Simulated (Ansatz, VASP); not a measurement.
## One calculation of BN, two programs

File INCAR:

```
SYSTEM = BN
PREC = Accurate
ENCUT = 520
EDIFF = 1E-6
ISMEAR = 0
SIGMA = 0.05
LREAL = .False.
LASPH = .True.
NELM = 100
ALGO = Normal
ISIF = 2
LWAVE = .False.
LCHARG = .False.
GGA = PS
NBANDS = 16
```

File KPOINTS:

```
Automatic mesh
0
Gamma
  12 12 6
  0 0 0
```

Contents of POSCAR:

```
BN
1.0
    2.5539396017      0.0000000000      0.0000000000
   -1.2769698009      2.2117765748      0.0000000000
    0.0000000000      0.0000000000      4.2268550000
B N
2 2
Direct
    0.6666666667      0.3333333333      0.9997240000
    0.3333333333      0.6666666667      0.4997240000
    0.6666666667      0.3333333333      0.6607633777
    0.3333333333      0.6666666667      0.1607633777
```

Input for Ansatz:

```yaml
crystal:
  lattice:
    - [2.5539396017, 0.0, 0.0]
    - [-1.2769698009, 2.2117765748, 0.0]
    - [0.0, 0.0, 4.226855]
  atoms:
    - { symbol: B, position: [0.6666666667, 0.3333333333, 0.999724] }
    - { symbol: B, position: [0.3333333333, 0.6666666667, 0.499724] }
    - { symbol: "N", position: [0.6666666667, 0.3333333333, 0.6607633777] }
    - { symbol: "N", position: [0.3333333333, 0.6666666667, 0.1607633777] }
basis:
  ecutwfc: 420
kpoints:
  mp_grid: { grid: [12, 12, 6] }
hamiltonian:
  xc: pbesol
scf:
  occupations: { method: gaussian, width: 0.05 }
output:
  forces: true
  stress: true
  eigenvalues: true
```

Change from the starting cell: all N atoms moved +0.150 Å, as atom 3 along Cartesian [0 0 1].

Alike in both runs: task single point; functional PBEsol; k mesh 12 × 12 × 6; occupations gaussian, width 0.05 eV; no spin polarisation.

```csv
,VASP,Ansatz
version,VASP 6.6.1,Ansatz 0.2.0
potentials or method,"VASP PAW PBE potentials, release 64 (B, N)","scalar-relativistic, plane waves, PAW"
plane-wave cutoff (eV),520,420
valence electrons in the cell,16,16
```

|  | VASP | Ansatz | Ansatz less VASP |
| --- | --- | --- | --- |
| gap on the k mesh at the Fermi level (eV) | 2.66 | 2.68 | +0.016 |
| least direct gap on the mesh (eV) | 6.82 | 6.83 | +0.004 |
| pressure (GPa) | 0.9 | 0.5 | -0.44 |
| largest component of the traceless stress (GPa) | 11.29 | 10.84 | -0.445 |
| rms of the force components (eV/Å) | 2.660 | 2.648 | -0.0116 |

Atom by atom the forces differ by 0.012 eV/Å (rms over components). With one functional, cell and mesh, what is left measures potentials, basis and numerics.

Caveats: the PAW data sets were made with another functional, which shifts forces and pressure a little (VASP). A k mesh can miss the band edges.
